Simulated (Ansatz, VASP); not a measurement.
# Two plane-wave programs on BeTe

INCAR

```
  PREC = Accurate
  ENCUT = 520
  EDIFF = 1E-7
  ISMEAR = -1
  SIGMA = 0.05
  LREAL = False
  LASPH = True
  NELM = 80
  ALGO = Normal
  ISIF = 2
  LWAVE = False
  LCHARG = False
  GGA = PS
  NBANDS = 11
```

File KPOINTS:

```
regular mesh
0
Gamma
  8 8 8
```

POSCAR

```
BeTe
1.0
    0.0000000000      2.7134535211      2.7134535211
    2.7134535211      0.0000000000      2.7134535211
    2.7134535211      2.7134535211      0.0000000000
Te Be
1 1
Direct
    0.7500000000      0.7500000000      0.7500000000
    0.0000000000      0.0000000000      0.0000000000
```

The input input.yaml:

```yaml
crystal:
  lattice:
    - [0.0, 2.7134535211, 2.7134535211]
    - [2.7134535211, 0.0, 2.7134535211]
    - [2.7134535211, 2.7134535211, 0.0]
  atoms:
    - { symbol: Te, position: [0.75, 0.75, 0.75] }
    - { symbol: Be, position: [0.0, 0.0, 0.0] }
hamiltonian:
  xc: pbesol
  pseudopotentials: { kind: paw }
kpoints:
  mp_grid: { grid: [8, 8, 8] }
scf:
  occupations: { method: fermi_dirac, width: 0.05 }
output:
  forces: true
  stress: true
  eigenvalues: true
```

Change from the starting cell: volume scaled by 0.94.

Alike in both runs: task single point; functional PBEsol; k mesh 8 × 8 × 8; occupations fermi-dirac, width 0.05 eV; no spin polarisation.

```csv
,VASP,Ansatz
version,VASP 6.6.1,Ansatz 0.2.0
potentials or method,"VASP PAW PBE potentials, release 64 (Te, Be)",Ansatz PAW
plane-wave cutoff (eV),520,420
valence electrons in the cell,8,18
```

|  | VASP | Ansatz | Ansatz less VASP |
| --- | --- | --- | --- |
| gap on the k mesh at the Fermi level (eV) | 1.56 | 1.58 | +0.022 |
| least direct gap on the mesh (eV) | 3.49 | 3.51 | +0.027 |
| pressure (GPa) | 7.4 | 7.1 | -0.36 |

The two sets of potentials don't hold the same shells in valence.

Caveats: spin-orbit coupling is left out, which moves the levels of the heavy elements; the PAW data sets were made with another functional, which shifts forces and pressure a little (VASP); the PAW data sets come from PBE, with cores solved anew for the run's functional, which leaves a small shift of forces and pressure (Ansatz). A k mesh can miss the band edges.
